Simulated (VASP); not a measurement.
# Ta (Fm-3m) in VASP: RPA correlation energy with PBE

Aim: the RPA correlation energy of Ta with PBE.

All numbers are computed with VASP 6.6.1; they aren't measurements. Logs are shortened: lines on timing, memory, paths and dates and some standing lists are left out, and cuts for length are marked.

### 1 The structure

Symmetry: Fm-3m, No. 225, cubic system. The conventional cell has a = 4.177 Å, b = 4.177 Å, c = 4.177 Å, α = 90.00°, β = 90.00°, γ = 90.00°. Ta (site symmetry m-3m) has 12 Ta at 2.95 Å as nearest neighbours.

This isn't the form of Ta at room conditions, which is bcc.

### 2 RPA correlation energy, PBE

The input, POSCAR:

```
Ta
1.0
    0.0000000000      2.0883400000      2.0883400000
    2.0883400000      0.0000000000      2.0883400000
    2.0883400000      2.0883400000      0.0000000000
Ta
1
Direct
    0.0000000000      0.0000000000      0.0000000000
```

The input, INCAR.step1:

```
SYSTEM = Ta
PREC = Accurate
ENCUT = 450
EDIFF = 1E-8
ISMEAR = 0
SIGMA = 0.05
LREAL = .FALSE.
LASPH = .TRUE.
NELM = 100
ALGO = Normal
LWAVE = .TRUE.
LCHARG = .FALSE.
GGA = PE
```

The input, INCAR.step2:

```
SYSTEM = Ta
PREC = Accurate
ENCUT = 450
EDIFF = 1E-8
ISMEAR = 0
SIGMA = 0.05
LREAL = .FALSE.
LASPH = .TRUE.
NELM = 1
ALGO = EIGENVAL
LWAVE = .FALSE.
LCHARG = .FALSE.
GGA = PE
LHFCALC = .TRUE.
AEXX = 1.0
ALDAC = 0.0
AGGAC = 0.0
ISTART = 1
PRECFOCK = Fast
```

The input, INCAR.step3:

```
SYSTEM = Ta
PREC = Accurate
ENCUT = 450
EDIFF = 1E-8
ISMEAR = 0
SIGMA = 0.05
LREAL = .FALSE.
LASPH = .TRUE.
NELM = 1
ALGO = Exact
LWAVE = .TRUE.
LCHARG = .FALSE.
GGA = PE
NBANDS = 411
LOPTICS = .TRUE.
ISTART = 1
```

The input, INCAR.step4:

```
SYSTEM = Ta
PREC = Accurate
ENCUT = 450
EDIFF = 1E-8
ISMEAR = 0
SIGMA = 0.05
LREAL = .FALSE.
LASPH = .TRUE.
NELM = 100
ALGO = ACFDT
LWAVE = .FALSE.
LCHARG = .FALSE.
GGA = PE
NBANDS = 411
ENCUTGW = 250
NOMEGA = 12
ISTART = 1
PRECFOCK = Fast
```

The input, KPOINTS:

```
Automatic mesh
0
G
  8 8 8
  0 0 0
```

Potentials or basis: VASP PAW PBE potentials, release 64 (Ta_sv_GW).

Command:

```
$ cat potpaw_PBE.64/Ta_sv_GW/POTCAR > POTCAR
$ cp INCAR.step1 INCAR
$ mpirun -np 1 vasp_std > vasp.out
$ cp INCAR.step2 INCAR
$ mpirun -np 1 vasp_std > vasp.out
$ cp INCAR.step3 INCAR
$ mpirun -np 1 vasp_std > vasp.out
$ cp INCAR.step4 INCAR
$ mpirun -np 1 vasp_std > vasp.out
```

OUTCAR:

```text
SYSTEM = Ta
   PREC = Accurate
   ENCUT = 450
   EDIFF = 1E-8
   ISMEAR = 0
   LREAL = .FALSE.
   LASPH = .TRUE.
   NELM = 100
   GGA = PE
   ENCUTGW = 250
   ISTART = 1
   PRECFOCK = Fast

 ion  position               nearest neighbor table
   1  0.000  0.000  0.000-

  LATTYP: Found a face centered cubic cell.
 ALAT       =     4.1766800000

  Lattice vectors:

 A1 = (   0.0000000000,   2.0883400000,   2.0883400000)
 A2 = (   2.0883400000,   0.0000000000,   2.0883400000)
 A3 = (   2.0883400000,   2.0883400000,   0.0000000000)

Analysis of symmetry for initial positions (statically):
=====================================================================
 Subroutine PRICEL returns:
 Original cell was already a primitive cell.

 Routine SETGRP: Setting up the symmetry group for a
 face centered cubic supercell.

 Subroutine GETGRP returns: Found 48 space group operations
 (whereof 48 operations were pure point group operations)
 out of a pool of 48 trial point group operations.

The static configuration has the point symmetry O_h .

Analysis of symmetry for dynamics (positions and initial velocities):
=====================================================================
 Subroutine PRICEL returns:
 Original cell was already a primitive cell.

 Routine SETGRP: Setting up the symmetry group for a
 face centered cubic supercell.

 Subroutine GETGRP returns: Found 48 space group operations
 (whereof 48 operations were pure point group operations)
 out of a pool of 48 trial point group operations.

The dynamic configuration has the point symmetry O_h .

 Subroutine INISYM returns: Found 48 space group operations
 (whereof 48 operations are pure point group operations),
 and found     1 'primitive' translations

----------------------------------------------------------------------------------------

                                     Primitive cell

  volume of cell :      18.2152

  direct lattice vectors                    reciprocal lattice vectors
     0.000000000  2.088340000  2.088340000    -0.239424615  0.239424615  0.239424615
     2.088340000  0.000000000  2.088340000     0.239424615 -0.239424615  0.239424615
     2.088340000  2.088340000  0.000000000     0.239424615  0.239424615 -0.239424615

  length of vectors
     2.953358751  2.953358751  2.953358751     0.414695597  0.414695597  0.414695597

  position of ions in fractional coordinates (direct lattice)
     0.000000000  0.000000000  0.000000000

  ion indices of the primitive-cell ions
   primitive index   ion index
                 1           1

----------------------------------------------------------------------------------------

 KPOINTS: Automatic mesh

Automatic generation of k-mesh.
 Grid dimensions read from file:
 generate k-points for:    8    8    8

 Generating k-lattice:

  Cartesian coordinates                     Fractional coordinates (reciprocal lattice)
    -0.029928077  0.029928077  0.029928077     0.125000000  0.000000000  0.000000000
     0.029928077 -0.029928077  0.029928077     0.000000000  0.125000000  0.000000000
     0.029928077  0.029928077 -0.029928077     0.000000000  0.000000000  0.125000000

  Length of vectors
     0.051836950  0.051836950  0.051836950

  Shift w.r.t. Gamma in fractional coordinates (k-lattice)
     0.000000000  0.000000000  0.000000000

 Subroutine IBZKPT returns following result:
 ===========================================

 Found     29 irreducible k-points:

 Following reciprocal coordinates:
            Coordinates               Weight
  0.000000  0.000000  0.000000      1.000000
  0.125000  0.000000  0.000000      8.000000
  0.250000  0.000000  0.000000      8.000000
  0.375000  0.000000  0.000000      8.000000
  0.500000  0.000000  0.000000      4.000000
  0.125000  0.125000  0.000000      6.000000
[... 16 lines left out ...]
  0.500000  0.250000  0.125000     48.000000
 -0.375000  0.250000  0.125000     24.000000
 [... further k-points ...]
   k-points           NKPTS =     29   k-points in BZ     NKDIM =    512   number of bands    NBANDS=    411
   number of dos      NEDOS =    301   number of ions     NIONS =      1
   total plane-waves  NPLWV =   8000
   dimension x,y,z NGX =    20 NGY =   20 NGZ =   20
   dimension x,y,z NGXF=    40 NGYF=   40 NGZF=   40
   ions per type =               1
   NGX,Y,Z   is equivalent  to a cutoff of  11.26, 11.26, 11.26 a.u.
   NGXF,Y,Z  is equivalent  to a cutoff of  22.52, 22.52, 22.52 a.u.
 SYSTEM =  Ta
   PREC   = accura    normal or accurate (medium, high low for compatibility)
   ISTART =      1    job   : 0-new  1-cont  2-samecut
   ICHARG =      0    charge: 1-file 2-atom 10-const
   ISPIN  =      1    spin polarized calculation?
   LNONCOLLINEAR =      F non collinear calculations
   LSORBIT =      F    spin-orbit coupling
   LASPH  =      T    aspherical Exc in radial PAW
   ENCUT  =  450.0 eV  33.07 Ry    5.75 a.u.   5.11  5.11  5.11*2*pi/ulx,y,z
   NELM   =    100;   NELMIN=  2; NELMDL=  0     # of ELM steps
   EDIFF  = 0.1E-07   stopping-criterion for ELM
   LREAL  =      F    real-space projection
   EDIFFG = 0.1E-06   stopping-criterion for IOM
   NSW    =      0    number of steps for IOM
   IBRION =     -1    ionic relax: 0-MD 1-quasi-New 2-CG
   NFREE  =      0    steps in history (QN), initial steepest desc. (CG)
   ISIF   =      0    stress and relaxation
   ISYM   =      3    0-nonsym 1-usesym 2-fastsym
   POTIM  = 0.5000    time-step for ionic-motion
   TEBEG  =    0.0;   TEEND  =   0.0 temperature during run
   PSTRESS=    0.0 pullay stress
   NELECT =      13.0000    total number of electrons
   NUPDOWN=      -1.0000    fix difference up-down
   EMIN   =  10.00;   EMAX   =-10.00  energy-range for DOS
   EFERMI =   0.00;   METHOD = LEGACY
   ISMEAR =     0;   SIGMA  =   0.05  broadening in eV -4-tet -1-fermi 0-gaus
   EFERMI_NEDOS =   21; number of points for ismear=-14 and -15
   IALGO  =     38    algorithm
   IMIX   =      4    mixing-type and parameters
     AMIX     =   0.40;   BMIX     =  1.00
     AMIX_MAG =   1.60;   BMIX_MAG =  1.00
  volume/ion in A,a.u.               =      18.22       122.92
  Fermi-wavevector in a.u.,A,eV,Ry     =   1.463001  2.764672 29.121544  2.140373
  Thomas-Fermi vector in A             =   2.579148
   LORBIT       =      0    0 simple, 1 ext, 2 COOP (PROOUT), +10 PAW based schemes
   GGA     = PE    functional components
   LHFCALC =     T    Hartree Fock is set to
   PRECFOCK=fast      Normal, Fast or Accurate (Low or Medium for compatibility)
   ENCUT4O =  -1.0   cutoff for four orbital integrals eV
   NKREDX  =     1    reduce k-point grid by
   NKREDY  =     1    reduce k-point grid by
   NKREDZ  =     1    reduce k-point grid by
   AEXX    =    1.0000 exact exchange contribution
   HFSCREEN=    0.0000 screening length (either q_TF or 0.3 A-1)
   HFSCREENC=   0.0000 screening length for correlation (either q_TF or 0.3 A-1)
   ENCUTFOCK=  -1.0 apply spherical cutoff to Coloumb kernel
   IVDW    =     0    specifies the selected vdW correction
   LEPSILON=     F    determine dielectric tensor
   LRPA    =     F    only Hartree local field effects (RPA)
   LRPAFORCE           =     F    calculate RPA forces
   ENCUTGW             = 250.0    cutoff for response function in eV
   ENCUTGWSOFT         = 200.0    soft cutoff for Coulomb kernel in GW response function in eV
   ENCUTLF             =  -1.0    cutoff for local field effects
   NELMGW              =     1    number of iterations in solving QP/BSE equation
   NELMHF              =     1    number of iterations in the inner HF iteration
   NKREDLFX            =     1    NKREDLFY  =   1   NKREDLFZ  =   1
 non-spin polarized calculation
 Gauss-broadening in eV      SIGMA  =   0.05
  energy-cutoff  :      450.00
  volume of cell :       18.22
 maximum number of plane-waves:       411
  NGX = 12; NGY = 12; NGZ = 12
   NGX = 11   NGY = 11   NGZ = 11
 maximum number of plane-waves:       169

      cutoff energy     smooth cutoff   RPA   correlation   Hartree contr. to MP2
---------------------------------------------------------------------------------
            250.000           200.000      -20.0586473778      -56.5201344290
            238.095           190.476      -19.8671359378      -56.3110877702
            226.757           181.406      -19.6727651461      -56.0981759353
            215.959           172.768      -19.4755873445      -55.8813228931
            205.676           164.541      -19.2763749535      -55.6612257071
            195.882           156.705      -19.0755359840      -55.4381624379
            186.554           149.243      -18.8727160920      -55.2114964045
            177.670           142.136      -18.6688889451      -54.9820820340
  linear regression
  converged value                          -22.0893165856      -58.7712116196
```

OUTCAR.step1:

```text
SYSTEM = Ta
   PREC = Accurate
   ENCUT = 450
   EDIFF = 1E-8
   ISMEAR = 0
   LREAL = .FALSE.
   LASPH = .TRUE.
   NELM = 100
[... 528 lines left out ...]
 -----------------------------------------------------------------------------------
      0.00000      0.00000      0.00000         0.000000      0.000000      0.000000
 -----------------------------------------------------------------------------------
    total drift:                                0.000000      0.000000     -0.000000

  FREE ENERGIE OF THE ION-ELECTRON SYSTEM (eV)
  ---------------------------------------------------
  free  energy   TOTEN  =       -14.0296377051 eV

  energy  without entropy=      -14.0267084582  energy(sigma->0) =      -14.02817308
```

OUTCAR.step2:

```text
SYSTEM = Ta
   PREC = Accurate
   ENCUT = 450
   EDIFF = 1E-8
   ISMEAR = 0
   LREAL = .FALSE.
   LASPH = .TRUE.
   NELM = 1
[... 532 lines left out ...]
 -----------------------------------------------------------------------------------
      0.00000      0.00000      0.00000         0.000000      0.000000     -0.000000
 -----------------------------------------------------------------------------------
    total drift:                                0.000000     -0.000000     -0.000000

  FREE ENERGIE OF THE ION-ELECTRON SYSTEM (eV)
  ---------------------------------------------------
  free  energy   TOTEN  =       -20.7628818215 eV

  energy  without entropy=      -20.7599525747  energy(sigma->0) =      -20.76141720
```

It took 53 min on 1 thread of Intel Xeon Platinum 8488C (Sapphire Rapids), shared host; peak memory 1.6 GiB.

Results:

| Item | Value |
| --- | --- |
| Band gap on the k mesh, mean-field level | none (metal or under the smearing width) |
| RPA correlation energy | -22.089 eV/atom |
| RPA total energy per cell | -42.852 eV |
| RPA correlation energy per cell | -22.089 eV |

Levels at points of the mesh, in eV from the Fermi level:
| k point | band 4 | band 5 | band 6 | band 7 | band 8 | band 9 |
| --- | --- | --- | --- | --- | --- | --- |
| (0.00, 0.00, 0.00) | -33.51 | -8.22 | 0.45 | 0.45 | 0.45 | 3.57 |
| (0.50, 0.00, 0.00) | -33.66 | -4.72 | 0.21 | 0.21 | 0.82 | 6.01 |
| (0.50, 0.50, 0.00) | -33.91 | -4.54 | -3.47 | 3.10 | 6.00 | 6.73 |

Caveat: the ground state has no gap, which makes the many-body step unreliable. Spin-orbit coupling is left out, which matters for the levels of Ta.
